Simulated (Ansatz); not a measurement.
C, DFT, PBEsol, PAW with Ansatz's default frozen-core files, scalar-relativistic (Ansatz 0.2.0), run on 1 thread of Arm Neoverse V2 on a shared host.

The cell is COD entry 9000046, as deposited and not checked against the literature; nothing was relaxed. The listed cell was then made from it by scaling, straining or moving an atom.

Command: `ansatz run input.yaml --threads 1 --pin off --max-ram 3072MiB --backend cpu --events-out ev --progress --plain --runs-dir out`

```yaml
crystal:
  lattice:
    - [0.0, 2.0835796532, 3.279654292]
    - [1.2029317415, 0.0, 3.279654292]
    - [1.2029317415, 2.0835796532, 0.0]
  atoms:
    - { symbol: C, position: [0.16667, 0.83333, 0.16667] }
    - { symbol: C, position: [0.83333, 0.16667, 0.83333] }
kpoints:
  mp_grid: { grid: [18, 18, 18] }
scf:
  occupations: { method: fermi_dirac, width: 0.05 }
hamiltonian:
  xc: pbesol
  pseudopotentials: { kind: paw }
output:
  forces: true
  stress: true
  eigenvalues: true
  efg: { contact_densities: true }
  write_density: true
  write_potential: true
  elf: true
  volumetric_format: npy
```

Question: How large is the problem that the program sets up?

Answer: 865 irreducible k-points, 317 plane waves at Γ, 8 bands.

Question: Estimate the wall time and the peak memory.

Answer: 11 s of wall time for 6 SCF iterations, with a peak of 0.41 GiB. Times on shared machines scatter by tens of per cent.

Question: And the same cell and mesh by crystal-made all-electron datasets, asked for forces, stress, eigenvalues, efg, on the same hardware?

Answer: 49 s, peak memory 1.1 GiB.
